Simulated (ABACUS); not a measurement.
# WC (Qusongite) (P-6m2) in ABACUS: equation of state

Aim: energy against volume of WC (Qusongite) in PBEsol, for its equilibrium volume and stiffness.

All numbers are computed with ABACUS 3.10.1; they aren't measurements. Logs are shortened: lines on timing, memory, paths and dates and some standing lists are left out, and cuts for length are marked.

### Step 1. The crystal as given

The structure is hexagonal, space group P-6m2 (No. 187). Conventional cell: a = 2.907 Å, b = 2.907 Å, c = 2.837 Å, α = 90.00°, β = 90.00°, γ = 120.00°. W (site symmetry -6m2) has 6 C at 2.20 Å as nearest neighbours. C (site symmetry -6m2) is surrounded by 6 W at 2.20 Å.

### Step 2. Equation of state, PBEsol, 9.75 Å³/atom (volume scaled by 0.94)

INPUT

```
INPUT_PARAMETERS
suffix              WC
calculation         scf
basis_type          pw
pseudo_dir          ./
symmetry            1
dft_functional      pbesol
ecutwfc             82
pseudo_rcut         7
nspin               1
nbands              13
ks_solver           dav
smearing_method     fd
smearing_sigma      0.00367493
scf_thr             1e-08
scf_nmax            100
mixing_type         broyden
mixing_beta         0.7
cal_force           1
cal_stress          1
kpar                4
```

STRU

```
ATOMIC_SPECIES
W 183.8400 W.upf
C 12.0110 C.upf

LATTICE_CONSTANT
1.8897261246

LATTICE_VECTORS
2.8471670250 0.0000000000 0.0000000000
-1.4235835125 2.4657189725 0.0000000000
0.0000000000 0.0000000000 2.7786939560

ATOMIC_POSITIONS
Direct

W
0.0
1
0.0000000000 0.0000000000 0.0000000000 1 1 1

C
0.0
1
0.6666666667 0.3333333333 0.5000000000 1 1 1
```

KPT

```
K_POINTS
0
Gamma
10 10 9 0 0 0
```

Potentials or basis: PseudoDojo NC SR 0.4.1 PBEsol standard, plane waves.

Launch:

```console
> OMP_NUM_THREADS=1 mpirun -np 4 abacus > log
```

running log:

```text
ABACUS v3.10.1

               Atomic-orbital Based Ab-initio Computation at UStc

 ------------------------------------------------------------------------------------

 READING GENERAL INFORMATION
                           global_out_dir = OUT.WC/
                           global_in_card = INPUT
                               pseudo_dir = ./
                              orbital_dir =
                                    DSIZE = 4
                                    GSIZE = 1

 READING UNITCELL INFORMATION
                                    ntype = 2
                  lattice constant (Bohr) = 1.88973
              lattice constant (Angstrom) = 1

 READING ATOM TYPE 1
                               atom label = W
                      L=0, number of zeta = 1
                      L=1, number of zeta = 1
                      L=2, number of zeta = 1
             number of atom for this type = 1

 READING ATOM TYPE 2
                               atom label = C
                      L=0, number of zeta = 1
                      L=1, number of zeta = 1
                      L=2, number of zeta = 1
             number of atom for this type = 1

                        TOTAL ATOM NUMBER = 2
DIRECT COORDINATES
    atom                   x                   y                   z     mag                  vx                  vy                  vz
taud_W1            0.0000000000        0.0000000000        0.0000000000  0.0000        0.0000000000        0.0000000000        0.0000000000
taud_C1            0.6666666667        0.3333333333        0.5000000000  0.0000        0.0000000000        0.0000000000        0.0000000000

                          Volume (Bohr^3) = 131.642
                             Volume (A^3) = 19.5073

 Lattice vectors: (Cartesian coordinate: in unit of a_0)
             +2.84717                  +0                  +0
             -1.42358            +2.46572                  +0
                   +0                  +0            +2.77869
 Reciprocal vectors: (Cartesian coordinate: in unit of 2 pi/a_0)
            +0.351226           +0.202781                  -0
                   -0           +0.405561                  -0
                   +0                  -0           +0.359881
 The esolver type has been set to : ksdft_pw

                PAO radial cut off (Bohr) = 7

 Read in pseudopotential file is W.upf
                     pseudopotential type = NC
          exchange-correlation functional = PBESOL
                 nonlocal core correction = 1
                        valence electrons = 14
                                     lmax = 3
                           number of zeta = 4
                     number of projectors = 8
                           L of projector = 0
                           L of projector = 0
[... 215 lines left out ...]
WARNING: norm of atomic wavefunction # 4 of atomic type W is 0.996494, renormalized

 number of pseudo atomic orbitals for C is 2
WARNING: norm of atomic wavefunction # 1 of atomic type C is 0.999989, renormalized
WARNING: norm of atomic wavefunction # 2 of atomic type C is 0.999526, renormalized

 -------------------------------------------
 SELF-CONSISTENT
 -------------------------------------------
                                 init_chg = atomic

 PW ALGORITHM --------------- ION=   1  ELEC=   1--------------------------------

 Density error is 0.423149636309
                          Error Threshold = 0.01
----------------------------------------------------------
     Energy           Rydberg                 eV
----------------------------------------------------------
 E_KohnSham     -163.5117000778      -2224.6908107252
 E_Harris       -165.8767397054      -2256.8688256560
 E_Fermi        1.6508054730         22.4603607227
----------------------------------------------------------
[... 75 lines left out ...]
 Density error is 8.35981345961e-10
                          Error Threshold = 8.43869695906e-11
----------------------------------------------------------
     Energy           Rydberg                 eV
----------------------------------------------------------
 E_KohnSham     -163.7026077402      -2227.2882427257
 E_KS(sigma->0) -163.7025331881      -2227.2872283916
 E_Harris       -163.7026900119      -2227.2893620895
 E_band         -2.6821630036        -36.4926998138
 E_one_elec     -8.1418101930        -110.7750106591
 E_Hartree      16.6175279307        226.0930665317
 E_xc           -37.4042678019       -508.9111716238
 E_Ewald        -134.7739085717      -1833.6930983064
 E_entropy(-TS) -0.0001491043        -0.0020286683
 E_descf        0.0000000000         0.0000000000
 E_exx          0.0000000000         0.0000000000
 E_Fermi        1.6073336673         21.8688964628
----------------------------------------------------------

 charge density convergence is achieved
 final etot is -2227.2882427 eV
 EFERMI = 21.868896463 eV

 STATE ENERGY(eV) AND OCCUPATIONS    NSPIN == 1
 1/18 kpoint (Cartesian) = 0.0000 0.0000 0.0000 (1653 pws)
       1       -51.9315     0.00222222
       2       -15.9184     0.00222222
       3       -15.7835     0.00222222
       4       -15.7835     0.00222222
       5        6.97906     0.00222222
       6        17.2033     0.00222222
       7        18.2887     0.00222222
       8        18.2887     0.00222222
       9        22.0157    0.000111936
      10        25.4161    3.43861e-34
      11        25.4161    3.43861e-34
      12        27.8829    1.28757e-55
      13        27.8829    1.28757e-55
[... 61 lines left out ...]
 6/18 kpoint (Cartesian) = 0.17561 0.30417 0.0000 (1650 pws)
       1       -51.8532     0.00666667
       2       -16.8016     0.00666667
       3       -16.0208     0.00666667
       4       -15.7756     0.00666667
       5        10.5467     0.00666667
       6        14.5716     0.00666667
       7        17.9894     0.00666667
       8        18.0133     0.00666667
       9        21.4257     0.00666572
      10        24.4249    4.19170e-25
      11        26.8201    6.58435e-46
      12        27.2135    2.51837e-49
      13        29.1445    4.25690e-66

[... levels at 12 further k points ...]

------------------------------------------------------------------------------------------
 TOTAL-FORCE (eV/Angstrom)
------------------------------------------------------------------------------------------
                        W1         0.0000000000         0.0000000000         0.0000000000
                        C1         0.0000000000         0.0000000000         0.0000000000
------------------------------------------------------------------------------------------

----------------------------------------------------------------
 TOTAL-STRESS (KBAR)
----------------------------------------------------------------
       239.4486147282         0.0000000000        -0.0000000000
         0.0000000000       239.4486147219        -0.0000000000
         0.0000000000         0.0000000000       269.6608415797
----------------------------------------------------------------
 TOTAL-PRESSURE: 249.519357 KBAR

 --------------------------------------------
 !FINAL_ETOT_IS -2227.2882427257413838 eV
 --------------------------------------------
```

stdout:

```text
ABACUS v3.10.1

               Atomic-orbital Based Ab-initio Computation at UStc

%%%%%%%%%%%%%%%%%%%%%%%%%%%%%%%%%%%%%%%%%%%%%%%%%%%%%%%%%%%%%%%%%%%%%%%%%%%%%%%%%%%%%%%%%%%%%%%%%%%%%%%%%
 Warning: the number of valence electrons in pseudopotential > 6 for W: [Xe] 4f14 5d4 6s2
[... 34 lines left out ...]
 TOTAL-STRESS (KBAR)
----------------------------------------------------------------
       239.4486147282         0.0000000000        -0.0000000000
         0.0000000000       239.4486147219        -0.0000000000
         0.0000000000         0.0000000000       269.6608415797
----------------------------------------------------------------
 TOTAL-PRESSURE: 249.519357 KBAR
```

Run time: 3.2 s. Hardware: 4 MPI ranks of Intel Xeon 6975P-C (Granite Rapids), shared host; peak memory 0.28 GiB.

What came out:

- Free energy: -2227.2882 eV
- Pressure: 25.0 GPa
- Band gap on the k mesh: none (metal or under the smearing width)

### Step 3. Equation of state, PBEsol, 9.96 Å³/atom (volume scaled by 0.96)

INPUT is that of step 2.

Edit STRU of step 2 so:

```diff
@@ -8,5 +8,5 @@
 LATTICE_VECTORS
-2.8471670250 0.0000000000 0.0000000000
--1.4235835125 2.4657189725 0.0000000000
-0.0000000000 0.0000000000 2.7786939560
+2.8672181576 0.0000000000 0.0000000000
+-1.4336090788 2.4830837627 0.0000000000
+0.0000000000 0.0000000000 2.7982628680
```

KPT is that of step 2.

Potentials or basis: PseudoDojo NC SR 0.4.1 PBEsol standard, plane waves.

Launch:

```console
> OMP_NUM_THREADS=1 mpirun -np 4 abacus > log
```

Wall time 3.7 s (4 MPI ranks of Intel Xeon 6975P-C (Granite Rapids), shared host); peak memory 0.28 GiB.

It converged, with:

* Free energy: -2227.3396 eV
* Pressure: 14.6 GPa
* Band gap on the k mesh: none (metal or under the smearing width)

### Step 4. Equation of state, PBEsol, 10.17 Å³/atom (volume scaled by 0.98)

INPUT is that of step 3.

Edit STRU of step 3 so:

```diff
@@ -8,5 +8,5 @@
 LATTICE_VECTORS
-2.8672181576 0.0000000000 0.0000000000
--1.4336090788 2.4830837627 0.0000000000
-0.0000000000 0.0000000000 2.7982628680
+2.8869927008 0.0000000000 0.0000000000
+-1.4434963504 2.5002090195 0.0000000000
+0.0000000000 0.0000000000 2.8175618425
```

KPT is that of step 3.

Launch:

```console
> OMP_NUM_THREADS=1 mpirun -np 4 abacus > log
```

Run time: 4.3 s. Hardware: 4 MPI ranks of Intel Xeon 6975P-C (Granite Rapids), shared host; peak memory 0.28 GiB.

The run converged. Its results:

| Quantity | Value |
| --- | --- |
| Free energy | -2227.3654 eV |
| Pressure | 5.3 GPa |
| Band gap on the k mesh | none (metal or under the smearing width) |

### Step 5. Equation of state, PBEsol, 10.38 Å³/atom

INPUT is that of step 4.

Edit STRU of step 4 so:

```diff
@@ -8,5 +8,5 @@
 LATTICE_VECTORS
-2.8869927008 0.0000000000 0.0000000000
--1.4434963504 2.5002090195 0.0000000000
-0.0000000000 0.0000000000 2.8175618425
+2.9065000000 0.0000000000 0.0000000000
+-1.4532500000 2.5171028361 0.0000000000
+0.0000000000 0.0000000000 2.8366000000
```

KPT is that of step 4.

Launch:

```console
> OMP_NUM_THREADS=1 mpirun -np 4 abacus > log
```

Wall time 4.2 s (4 MPI ranks of Intel Xeon 6975P-C (Granite Rapids), shared host); peak memory 0.32 GiB.

It converged, with:

```yaml
Free_energy: -2227.3683 eV
Pressure: -3.1 GPa
Band_gap_on_the_k_mesh: none (metal or under the smearing width)
```

### Step 6. Equation of state, PBEsol, 10.58 Å³/atom (volume scaled by 1.02)

INPUT is that of step 5.

Edit STRU of step 5 so:

```diff
@@ -8,5 +8,5 @@
 LATTICE_VECTORS
-2.9065000000 0.0000000000 0.0000000000
--1.4532500000 2.5171028361 0.0000000000
-0.0000000000 0.0000000000 2.8366000000
+2.9257489053 0.0000000000 0.0000000000
+-1.4628744527 2.5337728771 0.0000000000
+0.0000000000 0.0000000000 2.8553859779
```

KPT is that of step 5.

Potentials or basis: PseudoDojo NC SR 0.4.1 PBEsol standard, plane waves.

Launch:

```console
> OMP_NUM_THREADS=1 mpirun -np 4 abacus > log
```

It took 3.6 s on 4 MPI ranks of Intel Xeon 6975P-C (Granite Rapids), shared host; peak memory 0.28 GiB.

It converged, with:

```yaml
Free_energy: -2227.3505 eV
Pressure: -10.7 GPa
Band_gap_on_the_k_mesh: none (metal or under the smearing width)
```

### Step 7. Equation of state, PBEsol, 10.79 Å³/atom (volume scaled by 1.04)

INPUT is that of step 6.

Edit STRU of step 6 so:

```diff
@@ -8,5 +8,5 @@
 LATTICE_VECTORS
-2.9257489053 0.0000000000 0.0000000000
--1.4628744527 2.5337728771 0.0000000000
-0.0000000000 0.0000000000 2.8553859779
+2.9447478072 0.0000000000 0.0000000000
+-1.4723739036 2.5502264088 0.0000000000
+0.0000000000 0.0000000000 2.8739279649
```

KPT is that of step 6.

Launch:

```console
> OMP_NUM_THREADS=1 mpirun -np 4 abacus > log
```

Run time: 7.8 s. Hardware: 4 MPI ranks of Intel Xeon 6975P-C (Granite Rapids), shared host; peak memory 0.28 GiB.

The run converged. Its results:

- Free energy: -2227.3141 eV
- Pressure: -17.5 GPa
- Band gap on the k mesh: none (metal or under the smearing width)

### Step 8. Equation of state, PBEsol, 11.00 Å³/atom (volume scaled by 1.06)

INPUT is that of step 7.

Edit STRU of step 7 so:

```diff
@@ -8,5 +8,5 @@
 LATTICE_VECTORS
-2.9447478072 0.0000000000 0.0000000000
--1.4723739036 2.5502264088 0.0000000000
-0.0000000000 0.0000000000 2.8739279649
+2.9635046684 0.0000000000 0.0000000000
+-1.4817523342 2.5664703270 0.0000000000
+0.0000000000 0.0000000000 2.8922337321
```

KPT is that of step 7.

Launch:

```console
> OMP_NUM_THREADS=1 mpirun -np 4 abacus > log
```

Wall time 7.1 s (4 MPI ranks of Intel Xeon 6975P-C (Granite Rapids), shared host); peak memory 0.32 GiB.

It converged, with:

- Free energy: -2227.2611 eV
- Pressure: -23.6 GPa
- Band gap on the k mesh: none (metal or under the smearing width)

### Step 9. Equation of state, PBEsol

Potentials or basis: PseudoDojo NC SR 0.4.1 PBEsol standard, plane waves.

This step only gathers the single runs of the series.

Results:

| Property | Result |
| --- | --- |
| Equilibrium volume | 10.30 Å³/atom |
| Bulk modulus at fixed shape and positions | 411 GPa |
| Pressure derivative of the bulk modulus | 4.3 |

Energy against volume, from the lowest point:
| volume (Å³/atom) | energy (meV/atom) |
| --- | --- |
| 9.754 | 40.00 |
| 9.961 | 14.34 |
| 10.169 | 1.43 |
| 10.376 | 0.00 |
| 10.584 | 8.89 |
| 10.791 | 27.05 |
| 10.999 | 53.56 |

Caveat: the cell was scaled at fixed shape and fractional positions, which overstates the stiffness of a crystal with free parameters, most of all of layers and chains. Spin-orbit coupling is left out, which matters for the levels of W.
